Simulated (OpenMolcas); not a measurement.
**C3H6O2 (propionic acid): RI-MP2/def2-TZVP (RICD fitting)**

What is the energy change on altering one bond length of C3H6O2 (propionic acid) at RI-MP2/def2-TZVP (RICD fitting)? 

Program for the calculation: OpenMolcas 26.06.

### Step 1. The system as given

The species is C3H6O2 (11 atoms), meant as a singlet with charge 0. As SMILES, `CCC(=O)O`. The coordinates come from a GFN2-xTB relaxation. This is one conformer, not always the lowest.

Bond lengths: C1–C2 1.522 Å, C2–C3 1.507 Å, C3–O4 1.200 Å, C3–O5 1.343 Å, C1–H6 1.087 Å, C1–H7 1.087 Å, C1–H8 1.087 Å, C2–H9 1.092 Å, C2–H10 1.092 Å, O5–H11 0.970 Å. Some angles: C1–C2–C3 112.0°, C2–C3–O4 126.3°, C2–C3–O5 111.4°, O4–C3–O5 122.3°, C1–C2–H9 111.1°, C1–C2–H10 111.1°, C3–C2–H9 107.6°, C3–C2–H10 107.6°, C2–C1–H6 110.3°, C2–C1–H7 110.3°.

### Step 2. Energy and forces at RI-MP2/def2-TZVP (RICD fitting)

mol.xyz

```xyz
11

C     -0.784460     1.130890     0.550180
C      0.348940     0.117770     0.485910
C      0.225970    -0.792170    -0.709560
O     -0.638220    -0.759470    -1.540930
O      1.229310    -1.683930    -0.750910
H     -1.741980     0.621630     0.619240
H     -0.793990     1.742950    -0.348060
H     -0.665230     1.777020     1.415980
H      1.318680     0.616590     0.423750
H      0.365480    -0.510430     1.379360
H      1.135500    -2.260860    -1.524970
```

job.inp

```
* C3H6O2 RI-MP2
>>> EXPORT MOLCAS_PRINT=2

&GATEWAY
 BasLib=$CurrDir
 Coord=mol.xyz
 Basis=def2-TZVP
 Group=NoSym
 RICD

&SEWARD

&SCF
 PrOrbitals=1 1

&MBPT2
 Frozen=5
 Grdt

&ALASKA
```

The basis set def2-TZVP is read from a file made from the Basis Set Exchange's data (not shown).

On the command line:

```console
$ export MOLCAS_MEM=1860
$ pymolcas job.inp > job.log
```

The program printed:

```text
--- Start Module: gateway ---
[...]
--- Stop Module: gateway /rc=_RC_ALL_IS_WELL_ ---
[...]
      Basis functions          191
[...]
       Convergence after  12 Iterations
[...]
::    Total SCF energy                               -266.9593647746
[...]
      Total spin, S                                     0.0000000000
[...]
      Total electronic charge=   40.000000
      Total            charge=   -0.000000
[...]
--- Start Module: mbpt2 ---
[...]
WARNING!
Default frozen orbitals as non valence orbitals is overwritten by user input.
Default values:   5
[...]
       Reference weight ( Cref**2 )         =        0.79178
::    Total MBPT2 energy                             -267.9132541335
[...]
      Dipole Moment (debye):
      Origin of the operator (angstrom)=    0.0885   -0.4268   -0.4155
                   X=  1.1364E+00               Y= -1.3859E-01               Z=  9.8009E-01           Total=  1.5070E+00
      Quadrupole Moment (debye*angstrom):
[...]
--- Stop Module: mbpt2 /rc=_RC_ALL_IS_WELL_ ---
[...]
--- Start Module: alaska ---
[...]
 *              Molecular gradients               *
 **************************************************
  Irreducible representation: a
 ------------------------------------------------------------------------------------------
                              X                       Y                       Z
 ------------------------------------------------------------------------------------------
  C1               -3.02200465187052E-03    3.74031055484370E-03    1.71538941720462E-03
  C2                2.97035584099703E-03   -1.08543882804879E-03    1.49938068310362E-03
  C3               -4.18411311662448E-03   -1.70355655767285E-04   -4.31198460228543E-03
  O4                1.27853653300090E-02   -3.00798924458079E-03    9.33243028527642E-03
  O5               -1.46539456708172E-02    5.39637801414727E-03   -8.50293791657131E-03
  H6                2.05412916835801E-03   -3.11008306551397E-04   -9.97520698743370E-05
  H7                1.00773262701864E-03   -1.46402646338561E-03    7.82208956757291E-04
  H8                1.27268442052280E-04   -1.31767151321061E-03   -1.46912141050803E-03
[...]
--- Stop Module: alaska /rc=_RC_ALL_IS_WELL_ ---
[...]
```

Run time: 2.6 min. Hardware: 1 thread of Arm Neoverse V2, shared host; peak memory 0.76 GiB.

### Step 3. The distorted shape, same level

mol.xyz

```xyz
11

C     -1.269309     0.881491     0.581259
C     -0.135909    -0.131629     0.516989
C     -0.258879    -1.041569    -0.678481
O     -1.123069    -1.008869    -1.509851
O      0.744461    -1.933329    -0.719831
H     -2.226829     0.372231     0.650319
H     -1.278839     1.493551    -0.316981
H     -1.150079     1.527621     1.447059
H      1.318680     0.616590     0.423750
H     -0.119369    -0.759829     1.410439
H      0.650651    -2.510259    -1.493891
```

job.input

```
* C3H6O2 RI-MP2
&GATEWAY
BASLIB = $CurrDir
COORD = mol.xyz
BASIS = def2-TZVP
GROUP = NoSym
RICD
&SEWARD
&SCF
PRORBITALS = 1 1
&MBPT2
FROZEN = 5
GRDT
&ALASKA
```

The basis set def2-TZVP is read from a file made from the Basis Set Exchange's data (not shown).

On the command line:

```console
$ export MOLCAS_MEM=1860
$ pymolcas job.input > job.log
```

The program printed:

```text
--- Start Module: gateway ---
[...]
--- Stop Module: gateway /rc=_RC_ALL_IS_WELL_ ---
[...]
      Basis functions          191
[...]
       Convergence after  12 Iterations
[...]
::    Total SCF energy                               -266.8754803873
[...]
      Total spin, S                                     0.0000000000
[...]
      Total electronic charge=   40.000000
      Total            charge=   -0.000000
[...]
--- Start Module: mbpt2 ---
[...]
WARNING!
Default frozen orbitals as non valence orbitals is overwritten by user input.
Default values:   5
[...]
       Reference weight ( Cref**2 )         =        0.78351
::    Total MBPT2 energy                             -267.8370559570
[...]
      Dipole Moment (debye):
      Origin of the operator (angstrom)=   -0.3897   -0.6728   -0.3848
                   X=  7.9789E-01               Y= -2.1436E-01               Z=  9.4060E-01           Total=  1.2519E+00
      Quadrupole Moment (debye*angstrom):
[...]
--- Stop Module: mbpt2 /rc=_RC_ALL_IS_WELL_ ---
[...]
--- Start Module: alaska ---
[...]
 *              Molecular gradients               *
 **************************************************
  Irreducible representation: a
 ------------------------------------------------------------------------------------------
                              X                       Y                       Z
 ------------------------------------------------------------------------------------------
  C1               -1.28613148847925E-02   -1.03064532869279E-03    2.27635436671791E-03
  C2               -5.22758243677139E-02   -3.41502066549784E-02    7.44323917973144E-03
  C3               -1.69590800886792E-02   -4.59276443811230E-03   -3.74388628132838E-03
  O4                1.50043660301531E-02   -3.96244178021798E-03    8.62893154221389E-03
  O5               -1.36143402668285E-02    6.04486669270798E-03   -8.68624404451501E-03
  H6                1.95057774867813E-03    2.44359360051205E-03   -2.09094201844673E-04
  H7                1.39696193557204E-03   -1.33680595781760E-03    6.79216659912552E-04
  H8                4.19003821974066E-04   -1.14048789549548E-03   -1.39879161763767E-03
[...]
--- Stop Module: alaska /rc=_RC_ALL_IS_WELL_ ---
[...]
```

Wall time 2.7 min (1 thread of Arm Neoverse V2, shared host); peak memory 0.76 GiB.

### Step 4. What came out

Level: RI-MP2/def2-TZVP (RICD fitting), 5 core orbitals frozen.

```
                                                         quantity          value
                                        first shape: total energy  -267.91325 Eh
                  first shape: dipole moment (mean-field density)         1.86 D
                 first shape: HOMO energy (Hartree–Fock orbitals)      -12.29 eV
                 first shape: LUMO energy (Hartree–Fock orbitals)        3.59 eV
               first shape: HOMO–LUMO gap (Hartree–Fock orbitals)       15.87 eV
         first shape: correlation energy (5 core orbitals frozen)     -953.9 mEh
                            first shape: largest force on an atom     0.914 eV/Å
                                    distorted shape: total energy  -267.83706 Eh
              distorted shape: dipole moment (mean-field density)         1.49 D
             distorted shape: HOMO energy (Hartree–Fock orbitals)      -11.64 eV
             distorted shape: LUMO energy (Hartree–Fock orbitals)        2.43 eV
           distorted shape: HOMO–LUMO gap (Hartree–Fock orbitals)       14.07 eV
     distorted shape: correlation energy (5 core orbitals frozen)     -961.6 mEh
                        distorted shape: largest force on an atom     4.767 eV/Å
energy change with the C2–H9 bond stretched from 1.092 to 1.638 Å       2.073 eV
```

What this shows: With the C2–H9 bond stretched from 1.092 to 1.638 Å the energy rises by 2.07 eV (48 kcal/mol). The first shape isn't relaxed at this level, so the change isn't measured from a minimum. The largest force (first shape) is 0.91 eV/Å: the shape isn't a stationary point for this species at this level. Mulliken charges (first shape) of the mean-field density run from -0.50 on O5 to +0.47 on C3. Mulliken charges (distorted shape) of the mean-field density run from -0.49 on O5 to +0.50 on C3.
